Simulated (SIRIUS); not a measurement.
# Bi (R-3m) in SIRIUS: notebook

One crystal, Bi, is run at these levels: PBEsol; tasks: equation of state.

All numbers are computed with SIRIUS 7.12.0; they aren't measurements. Logs are shortened: lines on timing, memory, paths and dates and some standing lists are left out, and cuts for length are marked. The log counts tension as positive stress, the text compression.

**1. The crystal as given**

Symmetry: R-3m, No. 166, trigonal system. The conventional cell has a = 4.535 Å, b = 4.535 Å, c = 11.814 Å, α = 90.00°, β = 90.00°, γ = 120.00°. Bi (site symmetry 3m) is surrounded by 6 Bi at 3.06 to 3.52 Å.

**2. Equation of state, PBEsol, 32.97 Å³/atom (volume scaled by 0.94)**

sirius.json

```json
{
  "control": {
    "processing_unit": "cpu",
    "std_evp_solver_name": "lapack",
    "gen_evp_solver_name": "lapack",
    "verbosity": 2,
    "print_forces": false,
    "ortho_rf": true,
    "use_second_variation": true,
    "rmt_max": 3.0,
    "num_bands_to_print": 24,
    "save_wf": true
  },
  "parameters": {
    "electronic_structure_method": "full_potential_lapwlo",
    "xc_functionals": ["XC_GGA_X_PBE_SOL", "XC_GGA_C_PBE_SOL"],
    "core_relativity": "dirac",
    "valence_relativity": "iora",
    "num_fv_states": 42,
    "smearing": "fermi_dirac",
    "smearing_width": 0.0018374661,
    "pw_cutoff": 20,
    "gk_cutoff": 3.4,
    "lmax_apw": 11,
    "lmax_rho": 8,
    "lmax_pot": 8,
    "num_mag_dims": 0,
    "auto_rmt": 0,
    "ngridk": [7, 7, 7],
    "shiftk": [0, 0, 0],
    "num_dft_iter": 80,
    "energy_tol": 1e-07,
    "density_tol": 1e-05,
    "use_symmetry": true
  },
  "settings": {"tol_ne": 1e-10},
  "iterative_solver": {"type": "exact"},
  "mixer": {"type": "anderson", "beta": 0.5, "max_history": 8},
  "unit_cell": {
    "lattice_vectors": [
      [4.1974814027, 2.4234170177, 7.2898265772],
      [-4.1974814027, 2.4234170177, 7.2898265772],
      [0.0, -4.8468340357, 7.2898265772]
    ],
    "atom_types": ["Bi"],
    "atom_files": {"Bi": "Bi.json"},
    "atoms": {"Bi": [[0.766, 0.766, 0.766], [0.234, 0.234, 0.234]]}
  }
}
```

Bi.json

```json
{
  "name": "bismuth",
  "symbol": "Bi",
  "number": 83,
  "mass": 208.9804,
  "rmin": 1e-06,
  "rmt": 2.65,
  "nrmt": 800,
  "rinf": 15.61,
  "core": "1s2s2p3s3p3d4s4p4d5s",
  "valence": [
    {"basis": [{"enu": 0.0, "dme": 0, "n": 0, "auto": 0}, {"enu": 0.0, "dme": 1, "n": 0, "auto": 0}]},
    {"l": 0, "n": 1, "basis": [{"enu": -0.0324, "dme": 0, "n": 0, "auto": 0}]},
    {"l": 1, "n": 2, "basis": [{"enu": 0.1, "dme": 0, "n": 0, "auto": 0}]},
    {"l": 2, "n": 3, "basis": [{"enu": 0.1, "dme": 0, "n": 0, "auto": 0}]},
    {"l": 3, "n": 4, "basis": [{"enu": 0.1, "dme": 0, "n": 0, "auto": 0}]},
    {"l": 4, "n": 5, "basis": [{"enu": 0.1, "dme": 0, "n": 0, "auto": 0}]}
  ],
  "lo": [
    {
      "l": 0,
      "basis": [{"enu": -0.0324, "dme": 0, "n": 0, "auto": 0}, {"enu": -0.0324, "dme": 1, "n": 0, "auto": 0}]
    },
    {
      "l": 0,
      "basis": [{"enu": -0.0324, "dme": 1, "n": 0, "auto": 0}, {"enu": -0.0324, "dme": 2, "n": 0, "auto": 0}]
    },
    {
      "l": 0,
      "basis": [{"enu": -0.0324, "dme": 0, "n": 0, "auto": 0}, {"enu": 1.6764, "dme": 0, "n": 0, "auto": 0}]
    },
    {"l": 1, "basis": [{"enu": 0.1, "dme": 0, "n": 0, "auto": 0}, {"enu": 0.1, "dme": 1, "n": 0, "auto": 0}]},
    {
      "l": 1,
      "basis": [{"enu": -3.2423, "dme": 0, "n": 5, "auto": 1}, {"enu": -3.2423, "dme": 1, "n": 5, "auto": 1}]
    },
    {"l": 1, "basis": [{"enu": -3.2423, "dme": 1, "n": 5, "auto": 1}, {"enu": 0.1, "dme": 0, "n": 0, "auto": 0}]},
    {"l": 1, "basis": [{"enu": 0.1, "dme": 0, "n": 0, "auto": 0}, {"enu": 2.7201, "dme": 0, "n": 0, "auto": 0}]},
    {"l": 2, "basis": [{"enu": 0.1, "dme": 0, "n": 0, "auto": 0}, {"enu": 0.1, "dme": 1, "n": 0, "auto": 0}]},
    {
      "l": 2,
      "basis": [{"enu": -0.7265, "dme": 0, "n": 5, "auto": 1}, {"enu": -0.7265, "dme": 1, "n": 5, "auto": 1}]
    },
    {"l": 2, "basis": [{"enu": -0.7265, "dme": 1, "n": 5, "auto": 1}, {"enu": 0.1, "dme": 0, "n": 0, "auto": 0}]},
    {"l": 2, "basis": [{"enu": 0.1, "dme": 0, "n": 0, "auto": 0}, {"enu": 3.0619, "dme": 0, "n": 0, "auto": 0}]},
    {"l": 3, "basis": [{"enu": 0.1, "dme": 0, "n": 0, "auto": 0}, {"enu": 0.1, "dme": 1, "n": 0, "auto": 0}]},
    {
      "l": 3,
      "basis": [{"enu": -5.3629, "dme": 0, "n": 4, "auto": 1}, {"enu": -5.3629, "dme": 1, "n": 4, "auto": 1}]
    },
    {"l": 3, "basis": [{"enu": -5.3629, "dme": 1, "n": 4, "auto": 1}, {"enu": 0.1, "dme": 0, "n": 0, "auto": 0}]},
    {"l": 3, "basis": [{"enu": 0.1, "dme": 0, "n": 0, "auto": 0}, {"enu": 3.4037, "dme": 0, "n": 0, "auto": 0}]},
    {"l": 4, "basis": [{"enu": 0.1, "dme": 0, "n": 0, "auto": 0}, {"enu": 0.1, "dme": 1, "n": 0, "auto": 0}]},
    {"l": 4, "basis": [{"enu": 0.1, "dme": 0, "n": 0, "auto": 0}, {"enu": 2.8341, "dme": 0, "n": 0, "auto": 0}]}
  ],
  "free_atom": [... radial grid and density of the free atom, the start of the SCF ...]
}
```

sirius_start.json

```json
{
  "control": {
    "processing_unit": "cpu",
    "std_evp_solver_name": "lapack",
    "gen_evp_solver_name": "lapack",
    "verbosity": 1,
    "print_forces": false,
    "ortho_rf": true,
    "use_second_variation": true,
    "rmt_max": 3.0,
    "num_bands_to_print": 24,
    "save_wf": false
  },
  "parameters": {
    "electronic_structure_method": "full_potential_lapwlo",
    "xc_functionals": ["XC_LDA_X", "XC_LDA_C_PW"],
    "core_relativity": "dirac",
    "valence_relativity": "iora",
    "num_fv_states": 42,
    "smearing": "fermi_dirac",
    "smearing_width": 0.0055123983,
    "pw_cutoff": 20,
    "gk_cutoff": 2.72,
    "lmax_apw": 11,
    "lmax_rho": 8,
    "lmax_pot": 8,
    "num_mag_dims": 0,
    "auto_rmt": 0,
    "ngridk": [3, 3, 3],
    "shiftk": [0, 0, 0],
    "num_dft_iter": 30,
    "energy_tol": 0.01,
    "density_tol": 0.05,
    "use_symmetry": true
  },
  "settings": {"tol_ne": 1e-10},
  "iterative_solver": {"type": "exact"},
  "mixer": {"type": "anderson", "beta": 0.5, "max_history": 8},
  "unit_cell": {
    "lattice_vectors": [
      [4.1974814027, 2.4234170177, 7.2898265772],
      [-4.1974814027, 2.4234170177, 7.2898265772],
      [0.0, -4.8468340357, 7.2898265772]
    ],
    "atom_types": ["Bi"],
    "atom_files": {"Bi": "Bi.json"},
    "atoms": {"Bi": [[0.766, 0.766, 0.766], [0.234, 0.234, 0.234]]}
  }
}
```

Potentials or basis: all-electron FP-LAPW, apw+lo standard.

Run with:

```sh
OMP_NUM_THREADS=1 sirius.scf --input=sirius_start.json --output=start.json
OMP_NUM_THREADS=1 sirius.scf --input=sirius.json --output=output.json --task=1
```

What it wrote:

```text
[info] SIRIUS version : 7.12.0
[info] number of MPI ranks           : 1
[info] MPI grid                      : 1 1
[info] maximum number of OMP threads : 1
[fft] FFT context for density and potential
[fft] =====================================
[fft]   plane wave cutoff                     : 20
[fft]   grid size                             : 60 60 60   total : 216000
[fft]   grid limits                           : -29 30   -29 30   -29 30
[fft]   number of G-vectors within the cutoff : 60155
[fft]   number of G-shells                    : 5450
[fft] FFT context for coarse grid
[fft] =====================================
[fft]   plane wave cutoff                     : 6.8
[fft]   grid size                             : 24 24 24   total : 13824
[fft]   grid limits                           : -11 12   -11 12   -11 12
[fft]   number of G-vectors within the cutoff : 2355
[fft]   number of G-shells                    : 250
[unit cell] lattice vectors
[unit cell]   a1 :       4.1974814027      2.4234170177      7.2898265772
[unit cell]   a2 :      -4.1974814027      2.4234170177      7.2898265772
[unit cell]   a3 :       0.0000000000     -4.8468340357      7.2898265772
[unit cell] reciprocal lattice vectors
[unit cell]   b1 :       0.7484470691      0.4321161168      0.2873038309
[unit cell]   b2 :      -0.7484470691      0.4321161168      0.2873038309
[unit cell]   b3 :       0.0000000000     -0.8642322337      0.2873038309
[unit cell] unit cell volume :       444.92353694 [a.u.^3]
[unit cell] 1/sqrt(omega)    :         0.04740862
[unit cell] MT volume        :       155.90362983 (35.04%)
[unit cell] IT volume        :       289.01990711 (64.96%)
[unit cell] number of atom types : 1
[unit cell] type id : 0 symbol : Bi mt_radius :   2.650000 num_atoms : 2
[unit cell] total number of atoms : 2
[unit cell] number of symmetry classes : 1
[unit cell] atom id  type id  class id             position                      vector_field
[unit cell] ------------------------------------------------------------------------------------------
[unit cell]      0        0        0      0.76600   0.76600   0.76600      0.00000   0.00000   0.00000
[unit cell]      1        0        0      0.23400   0.23400   0.23400      0.00000   0.00000   0.00000
[unit cell] atom id         position (Cartesian, a.u.)
[unit cell] ---------------------------------------------
[unit cell]      0       0.000000   -0.000000   16.752021
[unit cell]      1       0.000000   -0.000000    5.117458
[unit cell] class id : 0 atom id : 0 1
[unit cell] minimum bond length:     5.671451
[sym] space group number   : 166
[... 311 lines left out ...]
[diagonalize] ik:    2   -5.228631   -5.228631   -5.228624   -5.228624   -5.228592   -5.228592   -5.228592   -5.228592   -5.228579   -5.228579   -5.228579   -5.228579   -5.228577   -5.228577   -3.133528   -3.133515   -3.133416   -3.133318   -3.133281   -3.133226   -0.623001   -0.622199   -0.617599   -0.616625
[diagonalize] ik:    3   -5.228631   -5.228631   -5.228624   -5.228624   -5.228592   -5.228592   -5.228592   -5.228592   -5.228579   -5.228579   -5.228579   -5.228579   -5.228577   -5.228577   -3.133526   -3.133502   -3.133436   -3.133319   -3.133260   -3.133239   -0.621217   -0.618929   -0.616990   -0.615132
[diagonalize] ik:    4   -5.228631   -5.228631   -5.228624   -5.228624   -5.228592   -5.228592   -5.228592   -5.228592   -5.228579   -5.228579   -5.228579   -5.228579   -5.228577   -5.228577   -3.133532   -3.133523   -3.133392   -3.133314   -3.133306   -3.133218   -0.625253   -0.623679   -0.618535   -0.617759
[diagonalize] ...
[diagonalize] ik:   39   -5.228631   -5.228631   -5.228624   -5.228624   -5.228592   -5.228592   -5.228592   -5.228592   -5.228579   -5.228579   -5.228579   -5.228579   -5.228577   -5.228577   -3.133529   -3.133519   -3.133415   -3.133319   -3.133269   -3.133231   -0.622519   -0.620668   -0.617291   -0.616549
[diagonalize] ik:   40   -5.228631   -5.228631   -5.228624   -5.228624   -5.228592   -5.228592   -5.228592   -5.228592   -5.228579   -5.228579   -5.228579   -5.228579   -5.228577   -5.228577   -3.133537   -3.133517   -3.133442   -3.133313   -3.133246   -3.133230   -0.622721   -0.620183   -0.617408   -0.616138
[diagonalize] ik:   41   -5.228631   -5.228631   -5.228624   -5.228624   -5.228592   -5.228592   -5.228592   -5.228592   -5.228579   -5.228579   -5.228579   -5.228579   -5.228577   -5.228577   -3.133531   -3.133521   -3.133426   -3.133316   -3.133260   -3.133230   -0.622701   -0.620529   -0.617799   -0.615723
[diagonalize] ik:   42   -5.228631   -5.228631   -5.228624   -5.228624   -5.228592   -5.228592   -5.228592   -5.228592   -5.228579   -5.228579   -5.228579   -5.228579   -5.228577   -5.228577   -3.133516   -3.133516   -3.133352   -3.133330   -3.133330   -3.133238   -0.621503   -0.621503   -0.616978   -0.616978
[diagonalize] ik:   43   -5.228631   -5.228631   -5.228624   -5.228624   -5.228592   -5.228592   -5.228592   -5.228592   -5.228579   -5.228579   -5.228579   -5.228579   -5.228577   -5.228577   -3.133519   -3.133519   -3.133387   -3.133327   -3.133295   -3.133236   -0.621394   -0.621385   -0.616974   -0.616659
[generate_core_charge_density] atom class : 0
[generate_core_charge_density]   n,l,k : 1 0 1  energy :       -3325.25712463
[generate_core_charge_density]   n,l,k : 2 0 1  energy :        -596.66184383
[generate_core_charge_density]   n,l,k : 2 1 1  energy :        -573.21988237
[generate_core_charge_density]   n,l,k : 2 1 2  energy :        -487.99395193
[generate_core_charge_density]   n,l,k : 3 0 1  energy :        -143.73709526
[generate_core_charge_density]   n,l,k : 3 1 1  energy :        -133.15708635
[generate_core_charge_density]   n,l,k : 3 1 2  energy :        -114.07419118
[generate_core_charge_density]   n,l,k : 3 2 2  energy :         -96.75893839
[generate_core_charge_density]   n,l,k : 3 2 3  energy :         -92.71283677
[generate_core_charge_density]   n,l,k : 4 0 1  energy :         -32.69828992
[generate_core_charge_density]   n,l,k : 4 1 1  energy :         -28.10112942
[generate_core_charge_density]   n,l,k : 4 1 2  energy :         -23.39383165
[generate_core_charge_density]   n,l,k : 4 2 2  energy :         -15.92326195
[generate_core_charge_density]   n,l,k : 4 2 3  energy :         -15.04464730
[generate_core_charge_density]   n,l,k : 5 0 1  energy :          -5.40978205
[find] Total energy                   :  -43150.76369634 (Ha),  -86301.52739267 (Ry)
[find] iteration : 1, RMS (target) : 3.0471e-01 (1.0000e-05) , energy difference (target) : -2.7969e-05 (1.0000e-07)
[... 19 lines left out ...]
[find] valence_eval_sum               :    -195.83391389
[find] core_eval_sum                  :  -26550.49697867
[find] kinetic energy                 :   50460.82165138
[find] enuc                           :  -54739.83157841
[find] <rho|V^{XC}>                   :   -1035.25045804
[find] <rho|E^{XC}>                   :    -785.80284449
[find] <mag|B^{XC}>                   :       0.00000000
[find] <rho|V^{H}>                    :  -76171.90208591
[find] smearing (-TS)                 :      -0.00004586
[find] SCF correction                 :       0.00015056
[find] Total energy                   :  -43150.76366390 (Ha),  -86301.52732781 (Ry)
[find] Free energy (E-TS)             :  -43150.76370976 (Ha),  -86301.52741953 (Ry)
[find] band gap (eV)                  :       0.29299522
[find] Efermi                         :       0.22178964
[find] iteration : 6, RMS (target) : 3.2412e-06 (1.0000e-05) , energy difference (target) : -6.7594e-09 (1.0000e-07)
[find] converged after 7 SCF iterations!
Warning in function "check_num_electrons" at src/density/density.cpp:1179
wrong number of electrons
  obtained value : 166
  target value : 166
  difference : 5.41402e-05
  total core leakage : 4.76985e-05
    atom class : 0, core leakage : 2.38492e-05
[find] Charges and magnetic moments
[find] --------------------------------------------------------------------------------
[find] atom      charge    core leakage
[find] --------------------------------------------------------------------------------
[find]    0   80.882156    2.384924e-05
[find]    1   80.882156    2.384924e-05
[find] total core leakage    : 4.76984808e-05
[find] interstitial charge   : 4.235634
[find] total charge          : 165.999946
[find] Energy
[find] --------------------------------------------------------------------------------
[find] valence_eval_sum               :    -195.83391389
[find] core_eval_sum                  :  -26550.49697867
[find] kinetic energy                 :   50460.82165138
[find] enuc                           :  -54739.83157841
[find] <rho|V^{XC}>                   :   -1035.25045804
[find] <rho|E^{XC}>                   :    -785.80284449
[find] <mag|B^{XC}>                   :       0.00000000
[find] <rho|V^{H}>                    :  -76171.90208591
[find] smearing (-TS)                 :      -0.00004586
[find] SCF correction                 :       0.00015056
[find] Total energy                   :  -43150.76366390 (Ha),  -86301.52732781 (Ry)
[find] Free energy (E-TS)             :  -43150.76370976 (Ha),  -86301.52741953 (Ry)
[find] band gap (eV)                  :       0.29299522
[find] Efermi                         :       0.22178964
```

It took 3.3 min on 1 thread of Intel Xeon at 2.50GHz (Skylake/Cascade Lake), shared host; peak memory 0.65 GiB.

What came out:

* Free energy: -1174192.0981 eV
* Band gap on the k mesh: 0.29 eV, indirect (least direct gap 0.56 eV)
* All electrons inside the program's atomic spheres: Bi 80.88 (radii Bi 2.65 bohr)

Caveat: spin-orbit coupling is left out, which as a rule narrows the gap of such compounds by several tenths of an eV; an odd mesh through Γ misses points on the zone boundary, where band edges often lie.

[end of part 1 of 3]
